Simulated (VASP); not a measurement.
Input of a VASP 6.6.1 run:

POSCAR

```
H22CO12
1.0
    7.1334920000      0.0000000000      0.0000000000
    0.0000000000      7.1334920000      0.0000000000
    0.0000000000      0.0000000000      7.1334920000
O H C
12 22 1
Direct
    0.4755034421      0.0382701768      0.2610502682
    0.3463380908      0.3424690180      0.8358879494
    0.7312827995      0.7382078791      0.1172637468
    0.9279887046      1.0634763451      0.7036946281
    0.0651854660      0.2916243545      0.4085516603
    0.3218479813      0.0250648630      0.6331541411
    0.4030844921      0.7855619660      0.9338063322
    0.0601248309      0.6896762483      0.5434365105
    0.7072693149      0.2480552302     -0.0155884383
    0.9977301439      0.5368478720      0.9013117278
    0.3852390947      0.4976384637      0.3595434045
    0.6140891446      0.3387962025      0.5063438776
    0.5625435621      0.1145161444      0.1935097145
    0.4065890871     -0.0158547875      0.1554638317
    0.3944071151      0.4389995811      0.7568102691
    0.3341981739      0.2302238511      0.7581700519
    0.8563407655      0.7170120889      0.0603491249
    0.7496468770      0.8473129289      0.1939583026
    1.0464720504      1.0698547079      0.7721463766
    0.8395607649      1.1175732727      0.7888422669
   -0.0095885718      0.4069115098      0.4198364560
    0.0158267508      0.2161774346      0.5083625243
    0.3942949680      0.0249386976      0.5222407203
    0.3683749838     -0.0696573291      0.7088393735
    0.3318430861      0.6741859387      0.9733241448
    0.5227173452      0.7527309206      0.9880154068
    0.1817062387      0.6574059381      0.4892975278
    0.0684237117      0.8248835213      0.5593193348
    0.5977997873      0.3004419154     -0.0775076218
    0.7881273295      0.3570200962     -0.0273358406
    1.0084682229      0.5908606893      0.7712772370
    1.1018446506      0.4407939337      0.8997697061
    0.2955915560      0.3898231049      0.3717674317
    0.6356353943      0.6011221433      0.3748935304
    0.5637491428      0.4722371596      0.4226120952
```

File INCAR.step1:

```
SYSTEM = H22CO12
ALGO = Normal ; EDIFF = 1E-4
ENCUT = 520 ; GGA = PE
ISMEAR = -1 ; LASPH = .True.
LCHARG = .False. ; LREAL = Auto
LWAVE = .True. ; NBANDS = 72
NELM = 80 ; PREC = Accurate
SIGMA = 0.02
```

The input INCAR.step2:

```
SYSTEM = H22CO12
ALGO = Normal ; EDIFF = 1E-6
ENCUT = 520 ; ISIF = 2
ISMEAR = -1 ; ISTART = 1
LASPH = .True. ; LCHARG = .False.
LMIXTAU = .True. ; LREAL = Auto
LWAVE = .False. ; METAGGA = R2SCAN
NBANDS = 72 ; NELM = 80
PREC = Accurate ; SIGMA = 0.02
```

Contents of KPOINTS:

```
k-points
0
Gamma
  1 1 1
  0 0 0
```

Potentials or basis: VASP PAW PBE potentials, release 64 (O, H, C).

Command:

```bash
$ cat potpaw_PBE.64/O/POTCAR potpaw_PBE.64/H/POTCAR potpaw_PBE.64/C/POTCAR > POTCAR
$ cp INCAR.step1 INCAR
$ mpirun -np 1 vasp_gam > vasp.out
$ cp INCAR.step2 INCAR
$ mpirun -np 1 vasp_gam > vasp.out
```

Predict the largest force.

3.381 eV/Å.

What does it give for the band gap on the k mesh?

5.30 eV, direct.

Predict the pressure.

0.2 GPa.

Stress tensor (GPa, compression positive):
```
-0.02 -0.29  0.47
-0.29  0.43 -0.82
 0.47 -0.82  0.33
```

Caveat: the standard files for N, O and F lose accuracy on very short bonds; the PAW data sets were made with another functional, which shifts forces and pressure a little. r2SCAN opens gaps a little over a GGA but as a rule still falls short of measured ones.
